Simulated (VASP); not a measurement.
Crystal: Ge.

```xyz
2
Lattice="0.0000 2.8289 2.8289 2.8289 0.0000 2.8289 2.8289 2.8289 0.0000" Properties=species:S:1:pos:R:3 pbc="T T T"
Ge    4.2434    4.2434    4.2434
Ge    2.8289    2.8289    2.8289
```

| Property | Result |
| --- | --- |
| Program | VASP 6.6.1 |
| Task | relaxation of cell and atoms |
| Functional | vdW-DF |
| Potentials or basis | VASP PAW PBE potentials, release 64 (Ge_d) |
| Cutoff | 600 eV |
| k mesh | 8 × 8 × 8 |
| Occupations | fermi-dirac, width 0.05 eV |
| Spin | no spin polarisation |

At the start: pressure 6.4 GPa; volume 22.64 Å³/atom.

Q: How do energy, volume and symmetry change on relaxing?

A: Over 3 steps the energy falls by 43.1 meV/atom and the volume is 25.02 Å³/atom (+10.5 %); space group Fd-3m (No. 227, to 0.05 Å).

Step by step:
```tsv
step	energy change (eV)	largest force (eV/Å)	pressure (GPa)	volume (Å³)
1	0.0000	0.0000	6.39	45.28
2	-0.0805	0.0000	-1.28	51.46
3	-0.0863	0.0000	0.03	50.03
```

Final structure:
```cif
data_structure
_symmetry_space_group_name_H-M 'P 1'
_symmetry_Int_Tables_number 1
_cell_length_a 4.1360
_cell_length_b 4.1360
_cell_length_c 4.1360
_cell_angle_alpha 60.000
_cell_angle_beta 60.000
_cell_angle_gamma 60.000
_cell_volume 50.03
loop_
_atom_site_label
_atom_site_type_symbol
_atom_site_fract_x
_atom_site_fract_y
_atom_site_fract_z
_atom_site_occupancy
Ge1 Ge 0.75000 0.75000 0.75000 1
Ge2 Ge 0.50000 0.50000 0.50000 1
```

The cell as given is a measured one (22.64 Å³/atom); vdW-DF puts the equilibrium volume +10.5 % from it, thermal expansion not counted.

Caveat: the PAW data sets were made with another functional, which shifts forces and pressure a little; the volume moved by +10 % from the deposited cell, more than functionals usually miss.
